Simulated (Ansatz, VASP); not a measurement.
Mg in VASP and in Ansatz

```xyz
1
Lattice="0.0000 2.2762 2.2762 2.2762 0.0000 2.2762 2.2762 2.2762 0.0000" Properties=species:S:1:pos:R:3 pbc="T T T"
Mg    0.0000    0.0000    0.0000
```

Change from the starting cell: volume scaled by 1.02, PAW files.

Alike in both runs: task electric field gradients; functional PBE; k mesh 13 × 13 × 13; occupations fermi-dirac, width 0.08 eV; no spin polarisation.

|  | VASP | Ansatz |
| --- | --- | --- |
| version | VASP 6.6.1 | Ansatz 0.2.0 |
| potentials or method | VASP PAW PBE potentials, release 64 (Mg) | PAW with Ansatz's default frozen-core files, scalar-relativistic |
| plane-wave cutoff (eV) | 520 | 420 |
| valence electrons in the cell | 2 | 10 |

```csv
,VASP,Ansatz,Ansatz less VASP
pressure (GPa),-0.8,-0.7,+0.12
Vzz of the field gradient on the site that differs most (V/Å²),0.0,0.0,0.00
```

The functional is the same, so the differences come from potentials, cutoffs and numerics. The two sets of potentials don't hold the same shells in valence.
